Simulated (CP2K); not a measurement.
Si2W:

```
W Si
1.0
     4.52671    0.00000    0.00000
     2.24503    3.93077    0.00000
    -3.38587   -1.96538    2.27250
W Si
1 2
Cartesian
  0.0000 0.0000 0.0000
  4.5052 2.6151 0.0000
  2.2665 1.3156 0.0000
```

Base run:

| Item | Value |
| --- | --- |
| Program | CP2K 2026.2 |
| Functional | LDA |
| Potentials or basis | POTENTIAL_UZH W GTH-PBE-q14, Si GTH-PBE-q4; TZVP-MOLOPT-PBE-GTH basis |
| Density cutoff | 9184 eV |
| k mesh | 12 × 12 × 12 |
| Occupations | fermi-dirac, width 0.05 eV |
| Spin | no spin polarisation |

Its results: band gap on the k mesh none (metal or under the smearing width); pressure -1.3 GPa; largest force 0.018 eV/Å.

Task: After a change of settings the same cell gave: band gap on the k mesh none (metal or under the smearing width); pressure -3.7 GPa; largest force 0.043 eV/Å. Which change was it?
A. functional from LDA to optB88-vdW
B. functional from LDA to OLYP
C. functional from LDA to BEEF-vdW
D. functional from LDA to PBEsol

Result: B.

Caveats: the potentials were made for another functional, which shifts forces and pressure; spin-orbit coupling is left out, which moves the levels of the heavy elements; the basis of atomic orbitals isn't converged, which shifts pressures, moduli and gaps.

Runs at the PBE level aren't shown here.
